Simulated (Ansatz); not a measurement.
Lattice vibrations of Ge$_{2}$Pt$_{3}$ at Γ

All numbers below come from DFT PBEsol, scalar-relativistic, plane waves, PAW in Ansatz. Cutoff 420 eV, 10×6×6 k-points (Γ-centred), Fermi-Dirac smearing of 0.15 eV. No spin polarisation. Phonons by linear response, acoustic sum rule imposed.

Relaxed structure:
```
CELL_PARAMETERS angstrom
3.48925 0.00000 -0.00263
0.00000 7.56681 0.00000
-1.73964 0.00000 6.06438
ATOMIC_POSITIONS crystal
Ge 0.50000 0.00000 0.00000
Ge 0.50000 0.50000 0.00000
Ge 0.75629 0.25000 0.51260
Ge 0.24371 0.75000 0.48740
Pt 0.96594 0.25000 0.93190
Pt 0.03406 0.75000 0.06810
Pt 0.16033 0.05879 0.32064
Pt 0.83967 0.94121 0.67936
Pt 0.83967 0.55879 0.67936
Pt 0.16033 0.44121 0.32064
```

In a metal, frequencies and elastic constants depend on the k mesh and the smearing, soft modes and shear constants most. Spin–orbit coupling is left out, which can shift energies with elements as heavy as these.

Question: Is this structure stable against zone-centre distortions?

Answer: Yes, at Γ: no optical mode is imaginary. Strains and other wave vectors aren't tested by this run.

Question: List the optical modes at Γ (i marks imaginary ones).

Answer:
```csv
frequency (cm⁻¹),degeneracy
53,1
63,1
68,1
74,1
75,1
79,1
90,1
91,1
106,1
109,1
118,1
124,1
143,1
147,1
150,1
156,1
160,1
162,1
172,1
177,1
178,1
179,1
182,1
216,1
219,1
225,1
241,1
```

Cost: 1 run of about 2.3 core-hours, on Intel Xeon Processor @ 2.50GHz (Skylake/Cascade Lake) (shared hosts).